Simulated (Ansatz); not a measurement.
Crystal: AlPt.

```
Pt Al
1.0
     3.09155    0.00000    0.00000
     0.00000    3.09155    0.00000
     0.00000    0.00000    3.09155
Pt Al
1 1
Direct
  0.50000 0.50000 0.50000
  0.00000 0.00000 0.00000
```

Measurements of this composition are mostly on another form, of space group No. 198.

Base run:

- Program: Ansatz 0.2.0
- Functional: LDA
- Potentials or basis: all-electron LAPW, scalar-relativistic
- Cutoff: 230 eV (chosen from the basis error)
- Basis error allowed: 0.001 eV/atom
- k mesh: 9 × 9 × 9
- Occupations: gaussian, width 0.05 eV
- Spin: no spin polarisation

Its results: band gap on the k mesh none (metal or under the smearing width); pressure -9.8 GPa.

The run is repeated on the same cell with these changes: functional from LDA to PBEsol; occupations from gaussian, width 0.05 eV to gaussian, width 0.1 eV. What comes out?

Band gap on the k mesh none (metal or under the smearing width); pressure -5.7 GPa.
